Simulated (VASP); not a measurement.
The system is PbSe2.

```
Pb Se
1.0
    -3.23863    3.23863    3.90220
     3.23863   -3.23863    3.90220
     3.23863    3.23863   -3.90220
Pb Se
2 4
Direct
  0.75000 0.75000 0.00000
  0.25000 0.25000 0.00000
  0.12982 0.37018 0.50000
  0.87018 0.62982 0.50000
  0.37018 0.87018 0.24037
  0.62982 0.12982 0.75963
```

The cell comes from a database or a generator and needn't be the stable form of this composition.

```yaml
Program: VASP 6.6.1
Task: single point
Functional: PBEsol
Potentials_or_basis: VASP PAW PBE potentials, release 64 (Pb_d, Se)
Cutoff: 520 eV
k_mesh: 6 × 6 × 6
Occupations: fermi-dirac, width 0.05 eV
Spin: no spin polarisation
```

On this cell: pressure -1.8 GPa; largest force 0.207 eV/Å; band gap on the k mesh none (metal or under the smearing width).

The same run follows on a disturbed copy (atoms moved at random, drawn with an rms of 0.05 Å):

```
CELL_PARAMETERS angstrom
-3.23863 3.23863 3.90220
3.23863 -3.23863 3.90220
3.23863 3.23863 -3.90220
ATOMIC_POSITIONS crystal
Pb 0.75663 0.75190 0.00045
Pb 0.24776 0.24993 0.99798
Se 0.12638 0.36539 0.49269
Se 0.86617 0.62577 0.49816
Se 0.35995 0.87412 0.23525
Se 0.62413 0.12416 0.75171
```

**Question.** What does the disturbed cell give?

**Answer.** The energy (extrapolated to zero smearing) moves by +1.2 meV/atom; pressure -1.7 GPa; largest force 0.359 eV/Å; band gap on the k mesh none (metal or under the smearing width).

Forces in eV/Å, atoms in the order of the input:
```
Pb   0.009 -0.042 -0.074
Pb  -0.017 -0.019  0.035
Se  -0.115  0.035 -0.006
Se   0.159 -0.086  0.034
Se  -0.279 -0.153  0.011
Se   0.243  0.264  0.000
```

Stress tensor (GPa, compression positive):
```
-1.66  0.16 -0.03
 0.16 -1.68  0.01
-0.03  0.01 -1.82
```

Caveats: the PAW data sets were made with another functional, which shifts forces and pressure a little.
